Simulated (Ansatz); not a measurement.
A (100) slab of Mo (Im-3m (No. 229)), 8 planes, outer planes Mo (top) and Mo (bottom), with 8 atoms (Mo8) in a surface cell of A = 9.793 Å², as cut from the bulk:

```
CELL_PARAMETERS angstrom
3.12931 0.00000 0.00000
0.00000 3.12931 0.00000
0.00000 0.00000 25.95257
ATOMIC_POSITIONS crystal
Mo 0.50000 0.50000 0.28899
Mo 0.00000 0.00000 0.34928
Mo 0.50000 0.50000 0.40957
Mo 0.00000 0.00000 0.46986
Mo 0.50000 0.50000 0.53014
Mo 0.00000 0.00000 0.59043
Mo 0.50000 0.50000 0.65072
Mo 0.00000 0.00000 0.71101
```

All numbers below come from DFT PBEsol, scalar-relativistic, plane waves, PAW in Ansatz. Settings: cutoff 420 eV, Γ-centred mesh 11×11×1 on the computed 8-atom cell, Gaussian smearing of 0.10 eV; no spin polarisation.

Against the same 8 atoms in the bulk, the slab as cut lies 4.711 eV higher and the relaxed slab 4.303 eV higher.

(1) Work out the surface energy before and after relaxation.

(2) What is the ideal work of this cut, per area?

## Answers

(1) The slab has two faces, so γ = (E_slab − N·E_bulk)/(2A), the mean of both. As cut: 4.711/(2 × 9.793) = 0.2405 eV/Å², and 1 eV/Å² = 16.02 J/m², so γ = 3.85 J/m². Relaxed: 4.303/(2 × 9.793) = 0.2197 eV/Å² = 3.52 J/m². Relaxation recovers 9 % of the cost of cutting.

(2) Griffith's ideal work is 2γ: 7.71 J/m² if the new faces stay rigid, 7.04 J/m² if they relax. One thickness was run, 8 planes, so γ can still shift with it.